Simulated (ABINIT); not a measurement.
RbBr:

```xyz
2
Lattice="0.0000 3.4270 3.4270 3.4270 0.0000 3.4270 3.4270 3.4270 0.0000" Properties=species:S:1:pos:R:3 pbc="T T T"
Rb    0.0000    0.0000    0.0000
Br    3.4270    3.4270    3.4270
```

Program: ABINIT 10.8.3 (patched build). Alike in all runs: no spin polarisation; cell as given; k mesh 7 × 7 × 7; smearing fermi-dirac 0.05 eV. Hardware: 4 MPI ranks on AMD EPYC 7571, with other jobs on the host.

Task: Order these runs on this cell by their wall time, lowest first.
A. task band structure; level r2SCAN; potentials or basis JTH PAW PBE v2.0; cutoff (eV) 517; fine-grid cutoff 1034.03 eV
B. task band structure; level PBE; potentials or basis JTH PAW PBE v2.0; cutoff (eV) 435; fine-grid cutoff 870.764 eV
C. task single point; level PBEsol; potentials or basis PseudoDojo NC SR PBEsol v0.4.1 standard; cutoff (eV) 626

Result: C (20 s), B (42 s), A (140 s).
